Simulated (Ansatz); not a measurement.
Task: a convergence test of the plane-wave cutoff of FeCo, space group Pm-3m, with Ansatz 0.2.0, Python API. Give the script and its output. Use (first run): revPBE, PAW, cutoff 250 eV, 6×6×6 k-points, Fermi-Dirac smearing of 0.1 eV, collinear spin. The script varies cutoff (eV): 250, 350, 450, 550, 650.

```
Fe Co
1.0
     2.85700    0.00000    0.00000
     0.00000    2.85700    0.00000
     0.00000    0.00000    2.85700
Fe Co
1 1
Direct
  0.50000 0.50000 0.50000
  0.00000 0.00000 0.00000
```

`feco.py`:
```python
from dataclasses import dataclass

import ansatz
from tabulate import tabulate


@dataclass(frozen=True)
class RunConfig:
    tolerance: float = 1e-06
    functional: str = "revpbe"
    kgrid: tuple[int, ...] = (6, 6, 6)


cfg = RunConfig()


def main() -> None:
    lattice = ansatz.Lattice.of(
        [2.857, 0.0, 0.0],
        [0.0, 2.857, 0.0],
        [0.0, 0.0, 2.857],
    )
    sites = [
        ("Fe", [0.5, 0.5, 0.5]),
        ("Co", [0.0, 0.0, 0.0]),
    ]
    system = ansatz.Crystal(lattice=lattice)
    for symbol, position in sites:
        system = system.atom(symbol, position)
    system = system.moments(Fe=3.5, Co=2.5)

    model = (
        system.calculation()
        .scf(tolerance=cfg.tolerance, lower_state_search="standard")
        .functional(cfg.functional)
        .occupations(ansatz.OccupationsMethod.FERMI_DIRAC)
        .spin("collinear")
        .kpoints(*cfg.kgrid, center="gamma")
    )

    rows = []
    for value in [250, 350, 450, 550, 650]:
        summary = model.basis(value).run(threads=1, backend="cpu").report
        rows.append((value, summary["free_energy_ev"] / len(summary["lattice"]["sites"]), summary["n_iterations"], summary["magnetization_mub"], summary["n_pw"]))

    print(tabulate(rows, headers=["cutoff (eV)", "F/atom (eV)", "iterations", "moment (muB)", "plane waves"], floatfmt=".4f", tablefmt="grid"))

    for row in rows[:-1]:
        shift = 1000 * (row[1] - rows[-1][1])
        print(f"{row[0]}: {shift:+.2f} meV/atom" + ("  (within 2 meV)" if abs(shift) < 2 else ""))


if __name__ == "__main__":
    main()
```

```console
$ python feco.py
DeckWarning: basis.ecutwfc = 250 eV is below the records' recommended 420 eV, and the density's cutoff is lower with it unless basis.ecutrho_ratio is high enough to keep the records' density cutoff: compare with a run at a higher cutoff
DeckWarning: basis.ecutwfc = 350 eV is below the records' recommended 420 eV, and the density's cutoff is lower with it unless basis.ecutrho_ratio is high enough to keep the records' density cutoff: compare with a run at a higher cutoff
+---------------+---------------+--------------+----------------+---------------+
|   cutoff (eV) |   F/atom (eV) |   iterations |   moment (muB) |   plane waves |
+===============+===============+==============+================+===============+
|           250 |    -4803.3352 |           11 |         4.6149 |           203 |
+---------------+---------------+--------------+----------------+---------------+
|           350 |    -4806.8205 |           10 |         4.7014 |           341 |
+---------------+---------------+--------------+----------------+---------------+
|           450 |    -4806.8579 |           10 |         4.7027 |           485 |
+---------------+---------------+--------------+----------------+---------------+
|           550 |    -4806.8613 |           10 |         4.7030 |           691 |
+---------------+---------------+--------------+----------------+---------------+
|           650 |    -4806.8619 |           10 |         4.7032 |           895 |
+---------------+---------------+--------------+----------------+---------------+
250: +3526.62 meV/atom
350: +41.39 meV/atom
450: +4.01 meV/atom
550: +0.60 meV/atom  (within 2 meV)
```
(Warnings from the package without file and line.)

From 550 eV on it stays within 2 meV an atom of the value at 650 eV; the first row (250 eV) is off by 3526.6 meV and the last but one by 0.60 meV. The energy falls steadily, as expected when plane waves are added. The last run costs about 1.8 times the first.

Notes:
- The magnetic order follows from the starting moments and needn't be the lowest.
- For a metal this k-point mesh is coarse: on a finer one energies can move by several to tens of meV an atom and pressures by half a GPa or more, differences at one mesh by less.
- The structure is a deposited one; some such entries were measured under pressure or heat, so a shift against it needn't be the functional's error alone.
- Shifts are counted from the last row, which is itself no proven limit.
- Wall time of the script: 20 s on 1 thread of Arm Neoverse V1 (shared host), peak memory 0.42 GiB.
